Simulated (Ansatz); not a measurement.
The system is SiNi.

```
Ni Si
1.0
     4.50369    0.00000    0.00000
     0.00000    4.50369    0.00000
     0.00000    0.00000    4.50369
Ni Si
4 4
Cartesian
  0.6733 0.6733 0.6733
  2.9252 1.5785 3.8304
  3.8304 2.9252 1.5785
  1.5785 3.8304 2.9252
  3.8139 3.8139 3.8139
  1.5620 2.9417 0.6898
  0.6898 1.5620 2.9417
  2.9417 0.6898 1.5620
```

The cell is a database's computed one.

* Program: Ansatz 0.2.0
* Task: relaxation of cell and atoms
* Functional: RPBE
* Potentials or basis: Ansatz PAW
* Cutoff: 420 eV (not typed: the program's choice for these potentials)
* k mesh: 6 × 6 × 6
* Occupations: fermi-dirac, width 0.05 eV
* Spin: collinear spin, ferromagnetic start
* Starting moments: [1.0, 1.0, 1.0, 1.0, 0.0, 0.0, 0.0, 0.0] μB

At the start: volume 11.42 Å³/atom.

Where does the relaxation end?

It ends after 6 steps and the volume is 11.77 Å³/atom (+3.1 %); space group P2_13 (No. 198, to 0.05 Å); moment 0.00 μB per cell.

The path:
| step | energy change (eV) | largest force (eV/Å) | volume (Å³) |
| --- | --- | --- | --- |
| 1 | 0.0000 | 0.0197 | 91.35 |
| 2 | -0.0358 | 0.0226 | 92.83 |
| 3 | -0.0452 | 0.0198 | 94.07 |
| 4 | -0.0454 | 0.0123 | 94.08 |
| 5 | -0.0455 | 0.0001 | 94.15 |
| 6 | -0.0464 | 0.0000 | 94.15 |

Final structure:
```
Ni Si
1.0
     4.54924    0.00000    0.00000
     0.00000    4.54924    0.00000
     0.00000    0.00000    4.54924
Ni Si
4 4
Cartesian
  0.6749 0.6749 0.6749
  2.9495 1.5998 3.8744
  3.8744 2.9495 1.5998
  1.5998 3.8744 2.9495
  3.8509 3.8509 3.8509
  1.5763 2.9730 0.6984
  0.6984 1.5763 2.9730
  2.9730 0.6984 1.5763
```

Caveat: the plane-wave basis is chosen anew once the cell has moved, so the energies of steps on either side of that aren't comparable; the PAW data sets come from PBE, with cores solved anew for the run's functional, which leaves a small shift of forces and pressure; the starting moments weren't kept.
